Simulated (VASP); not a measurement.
A run of VASP 6.6.1 is set up as follows.

INCAR

```
SYSTEM = InP
PREC = Accurate ; ENCUT = 520
EDIFF = 1E-6 ; ISMEAR = 0
SIGMA = 0.02 ; LREAL = .FALSE.
LASPH = .TRUE. ; NELM = 80
ALGO = Normal ; ISIF = 2
LWAVE = .FALSE. ; LCHARG = .TRUE.
GGA = CA ; LELF = .TRUE.
LVHAR = .TRUE. ; NBANDS = 16
```

The input KPOINTS:

```
regular mesh
0
G
  8 8 8
  0 0 0
```

File POSCAR:

```
InP
1.0
    0.0000000000      2.9133831380      2.9133831380
    2.9133831380      0.0000000000      2.9133831380
    2.9133831380      2.9133831380      0.0000000000
In P
1 1
Direct
    1.0000000000      0.0000000000      0.0000000000
    0.2500000000      0.2500000000      0.2500000000
```

Potentials or basis: VASP PAW LDA potentials, release 64 (In_d, P).

Launch:

```sh
$ cat potpaw_LDA.64/In_d/POTCAR potpaw_LDA.64/P/POTCAR > POTCAR
$ mpirun -np 1 vasp_std > vasp.out
```

(1) What does it give for the band gap on the k mesh?

(2) Estimate the pressure.

Results:

(1) 0.61 eV, direct.

(2) 0.0 GPa.

Caveat: spin-orbit coupling is left out, which moves the levels of the heavy elements.

**What was measured.**

A printed reference work, data compilation reports, for a bulk crystal of InP at 1.6 K: band gap 1.4236 eV (direct).

Against the measured gap of InP, 1.4236 eV (direct; 1.6 K; a printed reference work, data compilation), the calculated 0.61 eV is off by -0.82 eV. Spin-orbit coupling on In is left out. The value is that of LDA, without temperature or zero-point motion. Semilocal functionals fall short of measured gaps as a rule.
